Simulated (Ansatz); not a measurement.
Runs of Ansatz 0.2.0 on Hf2S. The structure is hexagonal, space group P6_3/mmc (No. 194). Conventional cell: a = 3.374 Å, b = 3.374 Å, c = 11.717 Å, α = 90.00°, β = 90.00°, γ = 120.00°. Hf (site symmetry 3m) is surrounded by 3 S at 2.62 Å. S (site symmetry -6m2) has 6 Hf at 2.62 Å as nearest neighbours. The cell comes from a database or a generator and needn't be the stable form of this composition.

```csv
level,U,hubbard projectors,double counting,gap on the mesh (eV),pressure (GPa),largest force (eV/Å)
PBEsol+U,Hf d U = 1 eV,ortho-atomic (the default),fll (the default),none,-1.7,(a)
PBEsol+U,Hf d U = 5 eV,ortho-atomic (the default),fll (the default),none,3.4,0.11
PBEsol,-,-,-,none,-2.8,0.15
PBEsol+U,Hf d U = 4 eV,ortho-atomic (the default),fll (the default),none,(b),(c)
PBEsol+U,Hf d U = 6 eV,ortho-atomic (the default),fll (the default),none,4.8,0.09
```

Alike in all rows: task projected density of states; potentials or basis Ansatz PAW; no spin polarisation; cell as given; k mesh 9 × 9 × 3; cutoff (eV) 420; smearing fermi-dirac 0.05 eV.

Fill in the values left out.

(a) 0.16; (b) 2.0; (c) 0.14.

Caveats: the PAW data sets come from PBE, with cores solved anew for the run's functional, which leaves a small shift of forces and pressure; the density of states is complete only up to the lowest level of the last band computed; U without spin polarisation on a metal has little footing (some runs).

A k mesh can miss the band edges, and the runs leave out spin-orbit coupling on Hf.

A gap of «none» marks a metal or a gap under the smearing width.
